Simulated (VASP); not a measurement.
Wanted: the native input for a VASP 6.6.1 run.

| Quantity | Value |
| --- | --- |
| Task | density of states |
| Functional | PBEsol |
| Potentials or basis | VASP PAW PBE potentials, release 64 (Si, O) |
| Cutoff | 520 eV |
| k mesh | 5 × 5 × 5 |
| Occupations | gaussian, width 0.02 eV |
| Spin | no spin polarisation |
| k mesh for the DOS | 8 × 8 × 8 |
| Occupations for the DOS | tetrahedron |
| Further INCAR settings | ALGO = Normal; EDIFF = 1e-07 |

SiO2:

```
Si O
1.0
    -4.47204    4.47204    2.61177
     4.47204   -4.47204    2.61177
     4.47204    4.47204   -2.61177
Si O
4 8
Direct
  0.82311 0.82311 0.64622
  0.17689 0.82311 0.00000
  0.82311 0.17689 0.00000
  0.17689 0.17689 0.35378
  0.00000 0.79145 0.79145
  0.20855 0.00000 0.20855
  0.79145 0.00000 0.79145
  0.00000 0.20855 0.20855
  0.00000 0.00000 0.50000
  0.50000 0.00000 0.00000
  0.00000 0.50000 0.00000
  0.50000 0.50000 0.50000
```

The cell comes from a database or a generator and needn't be the stable form of this composition.

The input as run:

POSCAR

```
SiO2
1.0
   -4.4720405200      4.4720405200      2.6117703500
    4.4720405200     -4.4720405200      2.6117703500
    4.4720405200      4.4720405200     -2.6117703500
Si O
4 8
Direct
    0.8231114200      0.8231114200      0.6462228400
    0.1768885800      0.8231114200      0.0000000000
    0.8231114200      0.1768885800      0.0000000000
    0.1768885800      0.1768885800      0.3537771600
    0.0000000000      0.7914513400      0.7914513400
    0.2085486600      0.0000000000      0.2085486600
    0.7914513400      0.0000000000      0.7914513400
    0.0000000000      0.2085486600      0.2085486600
    0.0000000000      0.0000000000      0.5000000000
    0.5000000000      0.0000000000      0.0000000000
    0.0000000000      0.5000000000      0.0000000000
    0.5000000000      0.5000000000      0.5000000000
```

INCAR.step1

```
PREC = Accurate ; ENCUT = 520
EDIFF = 1E-7 ; ISMEAR = 0
SIGMA = 0.02 ; LREAL = F
LASPH = T ; NELM = 100
ALGO = Normal ; ISIF = 2
LWAVE = F ; LCHARG = T
GGA = PS
```

KPOINTS.step1

```
Automatic mesh
0
Gamma
  5 5 5
```

INCAR.step2

```
PREC = Accurate ; ENCUT = 520
EDIFF = 1E-7 ; ISMEAR = -5
SIGMA = 0.02 ; LREAL = F
LASPH = T ; NELM = 100
ALGO = Normal ; ISIF = 2
LWAVE = F ; LCHARG = F
GGA = PS ; LORBIT = 10
NEDOS = 2001 ; ICHARG = 11
```

KPOINTS.step2

```
Automatic mesh
0
Gamma
  8 8 8
```

Potentials or basis: VASP PAW PBE potentials, release 64 (Si, O).

Command:

```console
$ cat potpaw_PBE.64/Si/POTCAR potpaw_PBE.64/O/POTCAR > POTCAR
$ cp INCAR.step1 INCAR
$ cp KPOINTS.step1 KPOINTS
$ mpirun -np 1 vasp_std > vasp.out
$ cp INCAR.step2 INCAR
$ cp KPOINTS.step2 KPOINTS
$ mpirun -np 1 vasp_std > vasp.out
```

It gave:

- Valence electrons inside the program's atomic spheres: Si 1.66; O 5.25, 5.26

Run time: 5.4 min on 1 thread of Intel(R) Xeon(R) 6975P-C (Granite Rapids), on a shared host, peak memory 0.58 GiB.
